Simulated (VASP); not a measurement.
Te: band structure with TB-mBJ

The system is Te.

```
Te
1.0
     4.31103    0.00000    0.00000
    -2.15551    3.73346    0.00000
     0.00000    0.00000    5.97373
Te
3
Direct
  0.28531 0.00000 0.33333
  0.00000 0.28531 0.66667
  0.71469 0.71469 0.00000
```

```
Program                : VASP 6.6.1
Task                   : band structure
Functional             : TB-mBJ
Potentials or basis    : VASP PAW PBE potentials, release 64 (Te)
Cutoff                 : 520 eV
k mesh                 : 9 × 9 × 6
Occupations            : gaussian, width 0.03 eV
Spin                   : spin-orbit coupling, no magnetisation
Further INCAR settings : ALGO = Normal; EDIFF = 1e-07; NBANDS = 31
```

| Property | Result |
| --- | --- |
| Valence electrons inside the program's atomic spheres | Te 3.32 |

Wall time 12 min on 4 MPI ranks on Intel(R) Xeon(R) Platinum 8488C (Sapphire Rapids), with other jobs on the host, peak memory 0.98 GiB a rank.
